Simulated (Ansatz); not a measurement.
Stress against strain in LiF

```yaml
crystal:
  lattice:
    - [0.00000, 2.01400, 2.01400]
    - [2.01400, 0.00000, 2.01400]
    - [2.01400, 2.01400, 0.00000]
  atoms:
    - { symbol: Li, position: [0.00000, 0.00000, 0.00000] }
    - { symbol: F, position: [0.50000, 0.50000, 0.50000] }
```

Atoms are numbered in the order listed.

The cell comes from COD entry 1010990, which wasn't checked; take it as a given geometry.

These are results of Ansatz 0.2.0, DFT, LDA, all-electron LAPW, scalar-relativistic, not measurements.

The runs use a Γ-centred 10×10×10 k mesh, Fermi–Dirac smearing of 0.03 eV, basis error target 1 meV/atom, no spin polarisation.

The strain is applied along the Cartesian axes of the cell as listed (the other components stay zero). Fractional coordinates are held (clamped ions).

σ is the change of stress from the unstrained cell, which is at -6.39 GPa; tension is positive, so slopes are stress–strain coefficients at that pressure.

Only quantities that a quadratic follows smoothly over the whole series are listed; rougher ones are left out.

```csv
εxx = εyy,σzz (GPa),σxx (GPa)
-0.0300,-2.48,-5.11
-0.0200,-1.61,-3.16
-0.0100,-0.79,-1.47
0.0000,0.00,0.00
0.0200,1.46,2.34
0.0300,2.13,3.26
```

Task: Fit the series and read off the stiffness at zero strain.

Result: Least-squares fits y = p0 + p1 x + p2 x² to the rows give σzz (GPa): p1 = 76.8, p2 = -190; σxx (GPa): p1 = 139, p2 = -1000. So 2 C12 = 77 GPa and C11 + C12 = 139 GPa.

Task: One run, at εxx = εyy = 0.0100, is withheld. Predict its row.

Result: The fits give 0.75, 1.29; the run gave 0.75, 1.26.
